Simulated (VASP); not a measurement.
Input of a VASP 6.6.1 run:

The input POSCAR:

```
Li2O
1.0
    0.0000000000      2.3050000000      2.3050000000
    2.3050000000      0.0000000000      2.3050000000
    2.3050000000      2.3050000000      0.0000000000
Li O
2 1
Direct
    0.2500000000      0.2500000000      0.2500000000
    0.7500000000      0.7500000000      0.7500000000
    0.0000000000      0.0000000000      0.0000000000
```

INCAR.step1

```
SYSTEM = Li2O
ALGO = Normal
EDIFF = 1E-4
ENCUT = 520
GGA = PE
ISMEAR = 0
LASPH = .TRUE.
LCHARG = .FALSE.
LREAL = .FALSE.
LWAVE = .TRUE.
NBANDS = 13
NELM = 100
PREC = Accurate
SIGMA = 0.1
```

Contents of INCAR.step2:

```
SYSTEM = Li2O
ALGO = Normal
EDIFF = 1E-6
ENCUT = 520
ISIF = 2
ISMEAR = 0
ISTART = 1
LASPH = .TRUE.
LCHARG = .FALSE.
LMIXTAU = .TRUE.
LREAL = .FALSE.
LWAVE = .FALSE.
METAGGA = R2SCAN
NBANDS = 13
NELM = 100
PREC = Accurate
SIGMA = 0.1
```

The input KPOINTS:

```
k-points
0
G
  6 6 6
  0 0 0
```

Potentials or basis: VASP PAW PBE potentials, release 64 (Li_sv, O).

Launch:

```bash
$ cat potpaw_PBE.64/Li_sv/POTCAR potpaw_PBE.64/O/POTCAR > POTCAR
$ cp INCAR.step1 INCAR
$ mpirun -np 1 vasp_std > vasp.out
$ cp INCAR.step2 INCAR
$ mpirun -np 1 vasp_std > vasp.out
```

Q: Estimate the band gap on the k mesh.

A: 5.68 eV, indirect (least direct gap 6.14 eV).

 A k mesh can miss the band edges.
